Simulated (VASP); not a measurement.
The system is MnO.

```
CELL_PARAMETERS angstrom
0.00000 2.22391 2.22391
2.22391 0.00000 2.22391
2.22391 2.22391 0.00000
ATOMIC_POSITIONS crystal
Mn 0.00000 0.00000 0.00000
O 0.50000 0.50000 0.50000
```

The cell is a database's computed one.

| Property | Result |
| --- | --- |
| Program | VASP 6.6.1 |
| Task | relaxation of cell and atoms |
| Functional | PBE |
| Dispersion | D3(BJ) |
| Potentials or basis | VASP PAW PBE potentials, release 64 (Mn_pv, O) |
| Cutoff | 600 eV |
| k mesh | 8 × 8 × 8 |
| Occupations | fermi-dirac, width 0.05 eV |
| Spin | collinear spin, ferromagnetic start |
| Starting moments | [4.0, 0.0] μB |

At the start: pressure 271.9 GPa; volume 11.00 Å³/atom.

Task: How do energy, volume and symmetry change on relaxing?

Result: Over 27 steps the energy falls by 18.6 meV/atom and the volume is 11.04 Å³/atom (+0.4 %); space group Fm-3m (No. 225, to 0.05 Å); moment 4.80 μB per cell.

The path:
```tsv
step	energy change (eV)	largest force (eV/Å)	pressure (GPa)	volume (Å³)
1	0.0000	0.0000	271.92	22.00
2	37.9825	0.0000	-69.64	151.01
3	4.0922	0.0000	-29.72	51.35
4	2.7212	0.0000	-29.97	44.02
5	1.0920	0.0000	-26.70	31.75
6	0.3375	0.0000	-19.78	26.57
7	0.0892	0.0000	-13.37	24.21
8	0.0077	0.0000	-9.53	23.09
9	-0.0208	0.0000	-7.08	22.54
10	-0.0317	0.0000	-5.82	22.27
11	-0.0363	0.0000	-4.77	22.13
12	-0.0368	0.0000	7.96	22.06
13	-0.0369	0.0000	-3.46	22.11
14	-0.0372	0.0000	-0.49	22.09
15	-0.0372	0.0000	0.25	22.08
16	-0.0372	0.0000	0.23	22.08
17	-0.0372	0.0000	0.20	22.08
18	-0.0372	0.0000	0.19	22.08
19	-0.0372	0.0000	0.19	22.08
20	-0.0372	0.0000	0.19	22.08
21	-0.0372	0.0000	0.19	22.08
22	-0.0372	0.0000	0.19	22.08
23	-0.0372	0.0000	0.19	22.08
24	-0.0372	0.0000	0.18	22.08
25	-0.0372	0.0000	0.17	22.08
26	-0.0372	0.0000	0.16	22.08
27	-0.0372	0.0000	0.12	22.08
```

Final structure:
```
Mn O
1.0
     0.00000    2.22679    2.22679
     2.22679    0.00000    2.22679
     2.22679    2.22679    0.00000
Mn O
1 1
Direct
  0.00000 0.00000 0.00000
  0.50000 0.50000 0.50000
```

Caveat: a cell with one magnetic atom can't hold antiferromagnetic order, which such compounds often take; pairwise dispersion overbinds metals, which lowers pressure and volume.
